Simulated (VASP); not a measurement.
# Fe in VASP: single point with PBEsol

Aim: the single point of Fe with PBEsol.

Everything below comes from runs of VASP 6.6.1. Logs are shortened: lines on timing, memory, paths and dates and some standing lists are left out, and cuts for length are marked.

### 1 Starting point

The cell holds a slab with vacuum, 10 atoms: a = 2.787 Å, b = 2.787 Å, c = 27.543 Å, α = 90.00°, β = 90.00°, γ = 90.00°.

The slab is cut from a database's or a generator's crystal, which needn't be the stable form of the element.

### 2 Single point, PBEsol, collinear spin, ferromagnetic start

Input file INCAR:

```
ALGO = Normal
AMIX = 0.2
AMIX_MAG = 0.8
BMIX = 1E-4
BMIX_MAG = 1E-4
DIPOL = 0.5 0.5 0.500
EDIFF = 1E-6
ENCUT = 520
GGA = PS
ICORELEVEL = 1
IDIPOL = 3
ISIF = 2
ISMEAR = 1
ISPIN = 2
LASPH = T
LCHARG = F
LDIPOL = T
LMAXMIX = 4
LORBIT = 11
LREAL = F
LUSENCCL = F
LVACPOTAV = T
LVHAR = T
LWAVE = F
MAGMOM = 2.3 2.3 2.3 2.3 2.3 2.3 2.3 2.3 2.3 2.3
NELM = 150
PREC = Accurate
SIGMA = 0.1
```

Input file KPOINTS:

```
k-points
0
Gamma
  14 14 1
```

Input file POSCAR:

```
Fe
1.0
    2.7874080000      0.0000000000      0.0000000000
    0.0000000000      2.7874080000      0.0000000000
    0.0000000000      0.0000000000     27.5433360000
Fe
10
Direct
    0.5000000000      0.5000000000      0.2722981700
    0.0000000000      0.0000000000      0.3228985800
    0.5000000000      0.5000000000      0.3734989800
    0.0000000000      0.0000000000      0.4240993900
    0.5000000000      0.5000000000      0.4746998000
    0.0000000000      0.0000000000      0.5253002000
    0.5000000000      0.5000000000      0.5759006100
    0.0000000000      0.0000000000      0.6265010200
    0.5000000000      0.5000000000      0.6771014200
    0.0000000000      0.0000000000      0.7277018300
```

Potentials or basis: VASP PAW PBE potentials, release 64 (Fe).

On the command line:

```bash
cat potpaw_PBE.64/Fe/POTCAR > POTCAR
mpirun -np 1 vasp_std > vasp.out
```

OUTCAR:

```text
AMIX = 0.2
   AMIX_MAG = 0.8
   EDIFF = 1E-6
   ENCUT = 520
   GGA = PS
   ISIF = 2
   ISMEAR = 1
   ISPIN = 2
   LASPH = T
   LORBIT = 11
   LREAL = F
   NELM = 150
   PREC = Accurate

 ion  position               nearest neighbor table
   1  0.500  0.500  0.272-   2 2.41   2 2.41   2 2.41   2 2.41   3 2.79
   2  0.000  0.000  0.323-   3 2.41   3 2.41   3 2.41   3 2.41   1 2.41   1 2.41   1 2.41   1 2.41
                             4 2.79
   3  0.500  0.500  0.373-   2 2.41   2 2.41   2 2.41   2 2.41   4 2.41   4 2.41   4 2.41   4 2.41
                             1 2.79   5 2.79
   4  0.000  0.000  0.424-   3 2.41   5 2.41   3 2.41   5 2.41   3 2.41   5 2.41   3 2.41   5 2.41
                             6 2.79   2 2.79
   5  0.500  0.500  0.475-   6 2.41   6 2.41   6 2.41   6 2.41   4 2.41   4 2.41   4 2.41   4 2.41
                             7 2.79   3 2.79
   6  0.000  0.000  0.525-   5 2.41   5 2.41   5 2.41   5 2.41   7 2.41   7 2.41   7 2.41   7 2.41
                             4 2.79   8 2.79
   7  0.500  0.500  0.576-   6 2.41   8 2.41   6 2.41   8 2.41   6 2.41   8 2.41   6 2.41   8 2.41
                             5 2.79   9 2.79
   8  0.000  0.000  0.627-   9 2.41   9 2.41   9 2.41   9 2.41   7 2.41   7 2.41   7 2.41   7 2.41
                            10 2.79   6 2.79
   9  0.500  0.500  0.677-   8 2.41   8 2.41   8 2.41   8 2.41  10 2.41  10 2.41  10 2.41  10 2.41
                             7 2.79
  10  0.000  0.000  0.728-   9 2.41   9 2.41   9 2.41   9 2.41   8 2.79

  LATTYP: Found a simple tetragonal cell.
 ALAT       =     2.7874080000
 C/A-ratio  =     9.8813435278

  Lattice vectors:

 A1 = (   2.7874080000,   0.0000000000,   0.0000000000)
 A2 = (   0.0000000000,   2.7874080000,   0.0000000000)
 A3 = (   0.0000000000,   0.0000000000,  27.5433360000)

Analysis of symmetry for initial positions (statically):
=====================================================================
 Subroutine PRICEL returns:
 Original cell was already a primitive cell.

 Routine SETGRP: Setting up the symmetry group for a
 simple tetragonal supercell.

 Subroutine GETGRP returns: Found 16 space group operations
 (whereof  8 operations were pure point group operations)
 out of a pool of 16 trial point group operations.

The static configuration has the point symmetry C_4v.
 The point group associated with its full space group is D_4h.

Analysis of symmetry for dynamics (positions and initial velocities):
=====================================================================
 Subroutine PRICEL returns:
 Original cell was already a primitive cell.

 Routine SETGRP: Setting up the symmetry group for a
 simple tetragonal supercell.

 Subroutine GETGRP returns: Found 16 space group operations
 (whereof  8 operations were pure point group operations)
 out of a pool of 16 trial point group operations.

The dynamic configuration has the point symmetry C_4v.
 The point group associated with its full space group is D_4h.

Analysis of structural, dynamic, and magnetic symmetry:
=====================================================================
 Subroutine PRICEL returns:
 Original cell was already a primitive cell.

 Routine SETGRP: Setting up the symmetry group for a
 simple tetragonal supercell.

 Subroutine GETGRP returns: Found 16 space group operations
 (whereof  8 operations were pure point group operations)
 out of a pool of 16 trial point group operations.

The overall configuration has the point symmetry C_4v.
 The point group associated with its full space group is D_4h.

 Subroutine INISYM returns: Found 16 space group operations
 (whereof  8 operations are pure point group operations),
 and found     1 'primitive' translations

----------------------------------------------------------------------------------------

                                     Primitive cell

  volume of cell :     214.0019

  direct lattice vectors                    reciprocal lattice vectors
     2.787408000  0.000000000  0.000000000     0.358756235  0.000000000  0.000000000
     0.000000000  2.787408000  0.000000000     0.000000000  0.358756235  0.000000000
     0.000000000  0.000000000 27.543336000     0.000000000  0.000000000  0.036306423

  length of vectors
     2.787408000  2.787408000 27.543336000     0.358756235  0.358756235  0.036306423

[... 105 lines left out ...]
   TEBEG  =    0.0;   TEEND  =   0.0 temperature during run
   PSTRESS=    0.0 pullay stress
   NELECT =      80.0000    total number of electrons
   NUPDOWN=      -1.0000    fix difference up-down
   EMIN   =  10.00;   EMAX   =-10.00  energy-range for DOS
   EFERMI =   0.00;   METHOD = LEGACY
   ISMEAR =     1;   SIGMA  =   0.10  broadening in eV -4-tet -1-fermi 0-gaus
   EFERMI_NEDOS =   21; number of points for ismear=-14 and -15
   IALGO  =     38    algorithm
   IMIX   =      4    mixing-type and parameters
     AMIX     =   0.20;   BMIX     =  0.00
     AMIX_MAG =   0.80;   BMIX_MAG =  0.00
  volume/ion in A,a.u.               =      21.40       144.42
  Fermi-wavevector in a.u.,A,eV,Ry     =   1.179322  2.228595 18.922978  1.390800
  Thomas-Fermi vector in A             =   2.315635
   LORBIT       =     11    0 simple, 1 ext, 2 COOP (PROOUT), +10 PAW based schemes
   GGA     = PS    functional components
   LHFCALC =     F    Hartree Fock is set to
   AEXX    =    0.0000 exact exchange contribution
   IVDW    =     0    specifies the selected vdW correction
   LEPSILON=     F    determine dielectric tensor
   LRPA    =     F    only Hartree local field effects (RPA)
 spin polarized calculation
 Methfessel and Paxton  Order N= 1 SIGMA  =   0.10
  energy-cutoff  :      520.00
  volume of cell :      214.00
 maximum number of plane-waves:      5815
 NGX is ok and might be reduce to    24
   NGX = 11   NGY = 11   NGZ =103

 dipolmoment           0.000000      0.000000      0.000000 electrons x Angstroem

 number of electron      80.0000013 magnetization      23.1954001

 dipolmoment           0.000000      0.000000     -0.000000 electrons x Angstroem

 Free energy of the ion-electron system (eV)
  ---------------------------------------------------
  ext. energy  EPLUGINS =         0.00000000
  ---------------------------------------------------
  free energy    TOTEN  =       -86.23091584 eV

  energy without entropy =      -86.23418068  energy(sigma->0) =      -86.23200412

 the core state eigenenergies are
   1-  1s  -6990.8421  2s   -811.8515  2p   -690.6059  3s    -85.7535  3p    -51.8283

   2-  1s  -6990.5528  2s   -811.7121  2p   -690.4547  3s    -85.4230  3p    -51.4975

   3-  1s  -6990.7365  2s   -811.9094  2p   -690.6513  3s    -85.5688  3p    -51.6361
[... 11 lines left out ...]
   9-  1s  -6990.5528  2s   -811.7121  2p   -690.4547  3s    -85.4230  3p    -51.4975

  10-  1s  -6990.8421  2s   -811.8515  2p   -690.6059  3s    -85.7535  3p    -51.8283

 E-fermi :   1.3144     XC(G=0):  -7.6134

 val. band max:        1.3123409525   @ k =   0.0714   0.0000   0.0000
 cond. band min:       1.3229356407   @ k =   0.2143   0.0000   0.0000
 fundamental gap:      0.0105946882
 Fermi energy:         1.3143762309

 spin component 1

 k-point     1 :       0.0000    0.0000    0.0000
  band No.  band energies     occupation
      1      -7.3521      1.00000
      2      -6.8542      1.00000
      3      -6.0499      1.00000
      4      -5.0357      1.00000
      5      -4.0550      1.00000
      6      -3.7840      1.00000
[... 1309 lines left out ...]
     51       1.0364      1.00030
     52       1.3327      0.34744

 [... further k-points ...]

 spin component 2

 k-point     1 :       0.0000    0.0000    0.0000
  band No.  band energies     occupation
      1      -7.0727      1.00000
      2      -6.5429      1.00000
      3      -5.7001      1.00000
      4      -4.6186      1.00000
      5      -3.4588      1.00000
      6      -2.4439      1.00000
[... 1309 lines left out ...]
     51       3.3159      0.00000
     52       3.4811      0.00000

 [... further k-points ...]

 [bands above 52 left out]

------------------------ aborting loop because EDIFF is reached ----------------------------------------

  FORCE on cell =-STRESS in cart. coord.  units (eV):
  Direction    XX          YY          ZZ          XY          YZ          ZX
  --------------------------------------------------------------------------------------
  -------------------------------------------------------------------------------------
  Total       -2.4718852     -2.4718852     -0.1611315      0.0000000      0.0000000      0.0000000
  in kB      -18.5063707    -18.5063707     -1.2063500      0.0000000      0.0000000      0.0000000
  external PRESSURE =     -12.7396971 kB  Pullay stress =       0.0000000 kB

 VOLUME and BASIS-vectors are now :
 -----------------------------------------------------------------------------
  energy-cutoff  :      520.00
  volume of cell :      214.00
      direct lattice vectors                 reciprocal lattice vectors
     2.787408000  0.000000000  0.000000000     0.358756235  0.000000000  0.000000000
     0.000000000  2.787408000  0.000000000     0.000000000  0.358756235  0.000000000
     0.000000000  0.000000000 27.543336000     0.000000000  0.000000000  0.036306423

 POSITION                                       TOTAL-FORCE (eV/Angst)
 -----------------------------------------------------------------------------------
      1.39370      1.39370      7.50000        -0.000000     -0.000000      0.099079
      0.00000      0.00000      8.89370        -0.000000      0.000000     -0.259599
      1.39370      1.39370     10.28741        -0.000000      0.000000      0.135561
      0.00000      0.00000     11.68111        -0.000000      0.000000      0.135580
      1.39370      1.39370     13.07482        -0.000000      0.000000     -0.138834
      0.00000      0.00000     14.46852        -0.000000      0.000000      0.138834
      1.39370      1.39370     15.86222         0.000000     -0.000000     -0.135580
      0.00000      0.00000     17.25593        -0.000000     -0.000000     -0.135561
      1.39370      1.39370     18.64963        -0.000000     -0.000000      0.259599
      0.00000      0.00000     20.04334        -0.000000      0.000000     -0.099079
 -----------------------------------------------------------------------------------
    total drift:                                0.000000     -0.000000     -0.000000

  FREE ENERGIE OF THE ION-ELECTRON SYSTEM (eV)
  ---------------------------------------------------
  free  energy   TOTEN  =       -86.2309158397 eV

  energy  without entropy=      -86.2341806763  energy(sigma->0) =      -86.23200412

 vacuum level on the upper side and lower side of the slab         5.257         5.257

 total charge

# of ion       s       p       d       tot
------------------------------------------
    1        0.469   0.361   6.162   6.991
    2        0.507   0.570   6.307   7.384
    3        0.512   0.588   6.273   7.373
    4        0.510   0.589   6.281   7.380
    5        0.512   0.590   6.273   7.374
    6        0.512   0.590   6.273   7.374
    7        0.510   0.589   6.281   7.380
    8        0.512   0.588   6.273   7.373
    9        0.507   0.570   6.307   7.384
   10        0.469   0.361   6.162   6.991
--------------------------------------------------
tot          5.019   5.395  62.591  73.005

 magnetization (x)

# of ion       s       p       d       tot
------------------------------------------
    1        0.010   0.008   2.879   2.898
    2       -0.017  -0.045   2.220   2.157
    3       -0.009  -0.046   2.239   2.183
    4       -0.013  -0.050   2.100   2.036
    5       -0.011  -0.050   2.155   2.094
    6       -0.011  -0.050   2.155   2.094
    7       -0.013  -0.050   2.100   2.036
    8       -0.009  -0.046   2.239   2.183
    9       -0.017  -0.045   2.220   2.157
   10        0.010   0.008   2.879   2.898
--------------------------------------------------
tot         -0.081  -0.367  23.185  22.738
```

It took 57 min on 1 × NVIDIA H100 80GB with 1 thread of AMD EPYC 7R13 (Zen 3), shared host; peak memory 1.8 GiB.

What came out:

- Free energy: -86.2309 eV
- Largest force: 0.260 eV/Å
- Band gap on the k mesh: none (metal or under the smearing width)
- Net moment: 23.20 μB per cell
- Site moments: Fe +2.90, +2.16, +2.18, +2.04, +2.09 μB
- Valence electrons inside the program's atomic spheres: Fe 6.99, 7.38, 7.37
- Work function of the upper face: 3.94 eV
- Work function of the lower face: 3.94 eV

Forces on the atoms (eV/Å):
```
Fe   0.000  0.000  0.099
Fe   0.000  0.000 -0.260
Fe   0.000  0.000  0.136
Fe   0.000  0.000  0.136
Fe   0.000  0.000 -0.139
Fe   0.000  0.000  0.139
Fe   0.000  0.000 -0.136
Fe   0.000  0.000 -0.136
Fe   0.000  0.000  0.260
Fe   0.000  0.000 -0.099
```

Levels at points of the mesh, in eV from the Fermi level:
Spin up:
| k point | band 49 | band 50 | band 51 | band 52 | band 53 | band 54 |
| --- | --- | --- | --- | --- | --- | --- |
| (0.00, 0.00, 0.00) | -0.36 | -0.36 | -0.36 | -0.10 | -0.07 | 0.04 |
| (0.50, 0.00, 0.00) | 0.21 | 0.21 | 0.36 | 0.36 | 0.40 | 0.40 |
| (0.50, 0.50, 0.00) | -0.20 | -0.20 | 0.94 | 0.94 | 2.31 | 2.31 |
Spin down:
| k point | band 26 | band 27 | band 28 | band 29 | band 30 | band 31 |
| --- | --- | --- | --- | --- | --- | --- |
| (0.00, 0.00, 0.00) | -0.30 | -0.10 | -0.10 | -0.01 | 0.05 | 0.24 |
| (0.50, 0.00, 0.00) | -0.35 | -0.10 | -0.10 | -0.06 | -0.06 | 0.31 |
| (0.50, 0.50, 0.00) | -0.70 | 0.05 | 0.05 | 1.31 | 1.31 | 1.43 |

Core levels (eV, on the scale of the bands):
```csv
atom,levels
1 Fe,"1s -6990.8, 2s -811.9, 2p -690.6, 3s -85.8, 3p -51.8"
2 Fe,"1s -6990.6, 2s -811.7, 2p -690.5, 3s -85.4, 3p -51.5"
3 Fe,"1s -6990.7, 2s -811.9, 2p -690.7, 3s -85.6, 3p -51.6"
4 Fe,"1s -6990.7, 2s -811.9, 2p -690.6, 3s -85.5, 3p -51.6"
5 Fe,"1s -6990.8, 2s -811.9, 2p -690.7, 3s -85.6, 3p -51.6"
6 Fe,"1s -6990.8, 2s -811.9, 2p -690.7, 3s -85.6, 3p -51.6"
```

Caveat: the PAW data sets were made with another functional, which shifts forces and pressure a little.
